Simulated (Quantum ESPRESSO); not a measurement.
# Sb in Quantum ESPRESSO: work function with PBE

Aim: the work function of Sb with PBE.

Program: Quantum ESPRESSO 7.5. These are calculated values, not measurements. Logs are shortened: lines on timing, memory, paths and dates and some standing lists are left out, and cuts for length are marked.

## 1. Starting point

The cell holds a slab with vacuum, 7 atoms: a = 4.469 Å, b = 4.469 Å, c = 25.947 Å, α = 90.00°, β = 90.00°, γ = 120.00°.

## 2. Work function, PBE

File pw.in:

```
&CONTROL
  calculation = 'scf'
  prefix = 'pwscf'
  outdir = './tmp'
  pseudo_dir = './pseudo'
  tprnfor = .true.
  disk_io = 'low'
/
&SYSTEM
  ibrav = 0
  celldm(1) = 8
  nat = 7
  ntyp = 1
  ecutwfc = 80
  nbnd = 67
  occupations = 'smearing'
  smearing = 'fd'
  degauss = 0.00367493
/
&ELECTRONS
  conv_thr = 7d-09
  electron_maxstep = 150
  mixing_beta = 0.3
  mixing_mode = 'local-TF'
/
ATOMIC_SPECIES
Sb   121.7600 Sb.upf
CELL_PARAMETERS alat
  1.0556281442735   0.0000000000000   0.0000000000000
 -0.5278140721368   0.9142007898907  -0.0000000000000
  0.0000000000000   0.0000000000000   6.1289867952646
ATOMIC_POSITIONS crystal
Sb     0.6666666667    0.3333333333    0.2890556467
Sb     0.3333333333    0.6666666667    0.3593704311
Sb     0.0000000000    0.0000000000    0.4296852156
Sb     0.6666666667    0.3333333333    0.5000000000
Sb     0.3333333333    0.6666666667    0.5703147844
Sb     0.0000000000    0.0000000000    0.6406295689
Sb     0.6666666667    0.3333333333    0.7109443533
K_POINTS automatic
7 7 1 0 0 0
```

File pp_density.in:

```
&INPUTPP
  prefix = 'pwscf'
  outdir = './tmp'
  filplot = 'density.dat'
  plot_num = 0
/
&PLOT
  nfile = 1
  filepp(1) = 'density.dat'
  iflag = 3
  output_format = 6
  fileout = 'density.cube'
/
```

File pp_potential.in:

```
&INPUTPP
  prefix = 'pwscf'
  outdir = './tmp'
  filplot = 'potential.dat'
  plot_num = 11
/
&PLOT
  nfile = 1
  filepp(1) = 'potential.dat'
  iflag = 3
  output_format = 6
  fileout = 'potential.cube'
/
```

File pp_elf.in:

```
&INPUTPP
  prefix = 'pwscf'
  outdir = './tmp'
  filplot = 'elf.dat'
  plot_num = 8
/
&PLOT
  nfile = 1
  filepp(1) = 'elf.dat'
  iflag = 3
  output_format = 6
  fileout = 'elf.cube'
/
```

Potentials or basis: PseudoDojo 0.4.1 SR PBE standard.

The run is started by

```sh
> OMP_NUM_THREADS=1 pw.x -in pw.in > pw.out
> OMP_NUM_THREADS=1 pp.x -in pp_density.in > pp_density.out
> OMP_NUM_THREADS=1 pp.x -in pp_potential.in > pp_potential.out
> OMP_NUM_THREADS=1 pp.x -in pp_elf.in > pp_elf.out
```

pw.out:

```text
This program is part of the open-source Quantum ESPRESSO suite
     for quantum simulation of materials; please cite
[... 9 lines left out ...]
     --------------------
     sticks:   dense  smooth     PW     G-vecs:    dense   smooth      PW
     Sum        1573    1573    433               292671   292671   42459

     Using Slab Decomposition

     bravais-lattice index     =            0
     lattice parameter (alat)  =       8.0000  a.u.
     unit-cell volume          =    3028.3858 (a.u.)^3
     number of atoms/cell      =            7
     number of atomic types    =            1
     number of electrons       =       105.00
     number of Kohn-Sham states=           67
     kinetic-energy cutoff     =      80.0000  Ry
     charge density cutoff     =     320.0000  Ry
     scf convergence threshold =      7.0E-09
     mixing beta               =       0.3000
     number of iterations used =            8  local-TF  mixing
     Exchange-correlation= PBE
                           (   1   4   3   4   0   0   0)

     celldm(1)=   8.000000  celldm(2)=   0.000000  celldm(3)=   0.000000
     celldm(4)=   0.000000  celldm(5)=   0.000000  celldm(6)=   0.000000

     crystal axes: (cart. coord. in units of alat)
               a(1) = (   1.055628   0.000000   0.000000 )
               a(2) = (  -0.527814   0.914201  -0.000000 )
               a(3) = (   0.000000   0.000000   6.128987 )

     reciprocal axes: (cart. coord. in units 2 pi/alat)
               b(1) = (  0.947303  0.546926 -0.000000 )
               b(2) = (  0.000000  1.093852  0.000000 )
               b(3) = ( -0.000000  0.000000  0.163159 )

     PseudoPot. # 1 for Sb read from file:
     Sb.upf
     Pseudo is Norm-conserving + core correction, Zval = 15.0
     Generated using ONCVPSP code by D. R. Hamann
     Using radial grid of 1434 points,  6 beta functions with:
                l(1) =   0
                l(2) =   0
                l(3) =   1
                l(4) =   1
                l(5) =   2
                l(6) =   2

     atomic species   valence    mass     pseudopotential
     Sb               15.00   121.76000     Sb( 1.00)

     12 Sym. Ops., with inversion, found ( 6 have fractional translation)

   Cartesian axes

     site n.     atom                  positions (alat units)
         1        Sb     tau(   1) = (   0.5278141   0.3047336   1.7716182  )
         2        Sb     tau(   2) = (  -0.0000000   0.6094672   2.2025766  )
         3        Sb     tau(   3) = (   0.0000000   0.0000000   2.6335350  )
         4        Sb     tau(   4) = (   0.5278141   0.3047336   3.0644934  )
         5        Sb     tau(   5) = (  -0.0000000   0.6094672   3.4954518  )
         6        Sb     tau(   6) = (   0.0000000   0.0000000   3.9264102  )
         7        Sb     tau(   7) = (   0.5278141   0.3047336   4.3573686  )

     number of k points=     8  Fermi-Dirac smearing, width (Ry)=  0.0037
                       cart. coord. in units 2pi/alat
        k(    1) = (   0.0000000   0.0000000   0.0000000), wk =   0.0408163
        k(    2) = (   0.0000000   0.1562645   0.0000000), wk =   0.2448980
        k(    3) = (   0.0000000   0.3125290   0.0000000), wk =   0.2448980
        k(    4) = (   0.0000000   0.4687935   0.0000000), wk =   0.2448980
        k(    5) = (   0.1353290   0.2343968   0.0000000), wk =   0.2448980
        k(    6) = (   0.1353290   0.3906613   0.0000000), wk =   0.4897959
        k(    7) = (   0.1353290   0.5469258   0.0000000), wk =   0.2448980
        k(    8) = (   0.2706581   0.4687935   0.0000000), wk =   0.2448980

     Dense  grid:   292671 G-vectors     FFT dimensions: (  54,  54, 288)

     Initial potential from superposition of free atoms

     starting charge     104.9961, renormalised to     105.0000

     negative rho (up, down):  1.456E-05 0.000E+00
     Starting wfcs are   63 randomized atomic wfcs +    4 random wfcs

     Self-consistent Calculation

     iteration #  1     ecut=    80.00 Ry     beta= 0.30
     Davidson diagonalization with overlap
     ethr =  1.00E-02,  avg # of iterations =  5.6

     Threshold (ethr) on eigenvalues was too large:
     Diagonalizing with lowered threshold

     Davidson diagonalization with overlap
     ethr =  2.76E-05,  avg # of iterations = 14.0

     total energy              =   -1273.23274534 Ry
     estimated scf accuracy    <       0.03073039 Ry

     iteration #  2     ecut=    80.00 Ry     beta= 0.30
     Davidson diagonalization with overlap
     ethr =  2.93E-05,  avg # of iterations =  1.2
[... 50 lines left out ...]
     total energy              =   -1273.23191805 Ry
     estimated scf accuracy    <       0.00000362 Ry

     iteration # 10     ecut=    80.00 Ry     beta= 0.30
     Davidson diagonalization with overlap
     ethr =  3.45E-09,  avg # of iterations =  8.9

     negative rho (up, down):  6.879E-07 0.000E+00

     total energy              =   -1273.23191911 Ry
     estimated scf accuracy    <       0.00000038 Ry

     iteration # 11     ecut=    80.00 Ry     beta= 0.30
     Davidson diagonalization with overlap
     ethr =  3.65E-10,  avg # of iterations =  4.9

     negative rho (up, down):  6.289E-06 0.000E+00

     total energy              =   -1273.23191939 Ry
     estimated scf accuracy    <       0.00000008 Ry

     iteration # 12     ecut=    80.00 Ry     beta= 0.30
     Davidson diagonalization with overlap
     ethr =  7.79E-11,  avg # of iterations =  4.4

     End of self-consistent calculation

          k = 0.0000 0.0000 0.0000 ( 36439 PWs)   bands (ev):

   -26.7630 -26.7630 -26.7154 -26.7154 -26.7132 -26.7130 -26.7130 -26.6842
   -26.6842 -26.6784 -26.6784 -26.6734 -26.6719 -26.6719 -26.6706 -26.6407
   -26.6407 -26.6333 -26.6333 -26.6227 -26.6160 -26.6094 -26.6094 -26.5788
   -26.5788 -26.5015 -26.5015 -26.5014 -26.5014 -26.4648 -26.4648 -26.4648
   -26.4648 -26.4647 -26.4647  -9.3988  -8.8373  -7.9709  -6.8502  -5.5335
    -4.1469  -2.9750   0.9467   0.9467   1.0890   1.1917   1.1917   1.5229
     1.6340   1.6340   1.9562   2.2924   2.2924   2.4412   3.0666   3.1764
     3.1764   3.9254   4.2143   4.2143   4.9162   5.1364   5.1364   6.4642
     6.6287   7.4697   7.7757
[... 75 lines left out ...]
   -26.7381 -26.7288 -26.7091 -26.7055 -26.7054 -26.7005 -26.6998 -26.6753
   -26.6750 -26.6713 -26.6707 -26.6681 -26.6679 -26.6627 -26.6626 -26.6481
   -26.6480 -26.6453 -26.6426 -26.6283 -26.6249 -26.6242 -26.6136 -26.6028
   -26.6010 -26.5059 -26.5059 -26.5019 -26.5019 -26.4764 -26.4764 -26.4673
   -26.4673 -26.4646 -26.4646  -7.3441  -7.0119  -6.6625  -6.4316  -6.2676
    -5.9773  -5.9536  -1.8363  -1.8075  -1.3169  -0.8690  -0.7543  -0.3432
     0.5279   0.6405   0.9293   2.0920   2.3563   2.5446   3.8262   4.0585
     4.2437   5.4659   5.6437   5.9216   6.7777   7.2604   7.3319   7.4126
     7.4171   8.1678   8.1883

     the Fermi energy is     2.3279 ev

!    total energy              =   -1273.23191943 Ry
     estimated scf accuracy    <          4.0E-09 Ry
     smearing contrib. (-TS)   =      -0.00618006 Ry
     internal energy E=F+TS    =   -1273.22573936 Ry

     The total energy is F=E-TS. E is the sum of the following terms:
     one-electron contribution =   -5300.96282573 Ry
     hartree contribution      =    2675.70267811 Ry
     xc contribution           =    -317.88879311 Ry
     ewald contribution        =    1669.92320135 Ry

     convergence has been achieved in  12 iterations

     Forces acting on atoms (cartesian axes, Ry/au):

     atom    1 type  1   force =     0.00000000   -0.00000000    0.03333744
     atom    2 type  1   force =    -0.00000000   -0.00000000   -0.04029974
     atom    3 type  1   force =     0.00000000   -0.00000000    0.01740989
     atom    4 type  1   force =     0.00000000    0.00000000    0.00000000
     atom    5 type  1   force =    -0.00000000    0.00000000   -0.01740989
     atom    6 type  1   force =     0.00000000   -0.00000000    0.04029974
     atom    7 type  1   force =     0.00000000   -0.00000000   -0.03333744

     Total force =     0.077956     Total SCF correction =     0.000239

=------------------------------------------------------------------------------=
   JOB DONE.
=------------------------------------------------------------------------------=
```

Wall time 11 min (1 thread of Arm Neoverse V2, shared host); peak memory 0.79 GiB.

Results:

| Property | Result |
| --- | --- |
| Free energy | -17323.2028 eV |
| Largest force | 1.036 eV/Å |
| Band gap on the k mesh | none (metal or under the smearing width) |
| Work function of the upper face | 4.61 eV |
| Work function of the lower face | 4.61 eV |

Forces in eV/Å, atoms in the order of the input:
```
Sb   0.000  0.000  0.857
Sb   0.000  0.000 -1.036
Sb   0.000  0.000  0.448
Sb   0.000  0.000  0.000
Sb   0.000  0.000 -0.448
Sb   0.000  0.000  1.036
Sb   0.000  0.000 -0.857
```

The run has no spin-orbit coupling, so splittings on Sb are missing.
